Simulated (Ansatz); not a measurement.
## ZrO2 (Fm-3m) under pressure

```yaml
crystal:
  lattice:
    - [2.54472, 2.54472, 0.00000]
    - [-2.54472, 2.54472, 0.00000]
    - [0.00000, 2.54472, 2.54472]
  atoms:
    - { symbol: Zr, position: [0.00000, 0.00000, 0.00000] }
    - { symbol: O, position: [0.25000, 0.75000, 0.50000] }
    - { symbol: O, position: [0.75000, 0.25000, 0.50000] }
```

This is the zero-pressure cell under r²SCAN. Cell and atoms are relaxed by PAW (default files of Ansatz 0.2.0, cutoff 500 eV, stress met within about 0.05 GPa) at each pressure, in this structure whether or not another phase would take over; P is the pressure reached, less that of this cell. Levels come from r²SCAN, PAW on Ansatz 0.2.0's default frozen-core files (fitted under PBE), scalar-relativistic; k mesh 8×8×8, fixed occupations, cutoff 500 eV. Conduction levels are in eV over the valence top (at X), at fixed fractional wave vectors («min» is a refined band extremum of the unstrained crystal off the named points). Zone-centre phonons come from finite displacements by PAW, without the LO-TO term.

```
P (GPa)    V/V₀      Γ    min      X      L  T1u TO (cm⁻¹)  T2g (cm⁻¹)
  -1.99  1.0079  3.862  4.259  4.258  4.462          233.8       567.1
   0.00  1.0000  3.886  4.288  4.289  4.496          242.8       573.8
   2.02  0.9923  3.910  4.317  4.319  4.529          251.5       580.4
   4.00  0.9850  3.933  4.344  4.348  4.561          259.6       586.6
   7.03       ?      ?      ?      ?      ?              ?           ?
  10.04  0.9644  3.998  4.422  4.431  4.651          282.6       605.0
  15.04  0.9489  4.047  4.481  4.496  4.720          299.9       619.4
```

Question: Fit the third-order Birch-Murnaghan equation to the rows shown.

Answer: With f = [(V₀/V)^(2/3) − 1]/2, the normalised pressure F = P/[3f(1 + 2f)^(5/2)] is 256.7 GPa at f = -0.0026, 257.2 GPa at f = 0.0026, 257.3 GPa at f = 0.0051, 257.7 GPa at f = 0.0122, 258.0 GPa at f = 0.0178. The line F = B₀[1 + (3/2)(B′ − 4)f] gives B₀ = 257.0 GPa and B′ = 4.2.

Question: What are the volume deformation potentials and pressure coefficients of these levels at zero pressure?

Answer: 

```
level  dE/dlnV (eV)  dE/dP = −(dE/dlnV)/B₀ (meV/GPa)  mean slope up to 2.0 GPa (meV/GPa)
    Γ         -3.12                             12.1                                11.9
  min         -3.71                             14.4                                14.2
    X         -3.91                             15.2                                15.0
    L         -4.27                             16.6                                16.3
```

dE/dlnV is the slope of a cubic fit in ln V at V₀. The last column is read from two rows and shows how the slope bends with pressure.

Question: What mode Grüneisen parameters follow?

Answer: γ = −d ln ω/d ln V at V₀ from a quadratic fit in ln V: T1u 4.62, T2g 1.47.

Question: Fill the row at 7.03 GPa.

Answer: The fits give V/V₀ = 0.9744 and Γ = 3.967 eV. Computed: V/V₀ = 0.9744, Γ = 3.967, min = 4.384, X = 4.391, L = 4.607, T1u TO (cm⁻¹) = 271.5, T2g (cm⁻¹) = 596.0.

Known limits: no other phase was computed; many crystals of this kind change structure within this range, and rows or crossings beyond such a change describe a metastable lattice; frozen-core PAW files fitted under PBE, their cores solved anew for the functional of the run; no spin-orbit coupling on heavy atoms; this form is stable only when hot or under pressure; cold crystals distort or take another structure; semilocal gaps are low, and the spacing of valleys can be off by tenths of an eV; levels are read at fixed fractional k, so an edge that moves off these points is missed.
